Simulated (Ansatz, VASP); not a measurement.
One calculation of Pb, two programs

```xyz
1
Lattice="0.0000 2.5176 2.5176 2.5176 0.0000 2.5176 2.5176 2.5176 0.0000" Properties=species:S:1:pos:R:3 pbc="T T T"
Pb    0.0000    0.0000    0.0000
```

Alike in both runs: task single point; functional PBE; k mesh 11 × 11 × 11; occupations fermi-dirac, width 1 eV; no spin polarisation.

```csv
,VASP,Ansatz
version,VASP 6.6.1,Ansatz 0.2.0
potentials or method,"VASP PAW PBE potentials, release 64 (Pb_d)","plane waves (420 eV) with PAW, scalar-relativistic"
plane-wave cutoff (eV),520,420
valence electrons in the cell,14,14
```

Ansatz gave:

* pressure (GPa): 4.1

Task: What did VASP give for the same quantities?

Result: Pressure (GPa): 4.0.

The runs have no spin-orbit coupling, so splittings on Pb are missing.
